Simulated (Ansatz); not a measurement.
GaSb:

```xyz
2
Lattice="0.0000 3.0590 3.0590 3.0590 0.0000 3.0590 3.0590 3.0590 0.0000" Properties=species:S:1:pos:R:3 pbc="T T T"
Sb    4.5885    4.5885    4.5885
Ga    0.0000    0.0000    0.0000
```

Base run:

* Program: Ansatz 0.2.0
* Functional: BLYP
* Potentials or basis: all-electron LAPW, scalar-relativistic
* Cutoff: 279 eV (chosen from the basis error)
* Basis error allowed: 0.001 eV/atom
* k mesh: 8 × 8 × 8
* Occupations: fermi-dirac, width 0.05 eV
* Spin: no spin polarisation

Its results: pressure 5.3 GPa.

Task: After a change of settings the same cell gave: pressure 3.9 GPa. Which change was it?
A. functional from BLYP to RPBE
B. functional from BLYP to PBEsol
C. functional from BLYP to LDA

Result: A.

Runs at the PBE level aren't shown here.
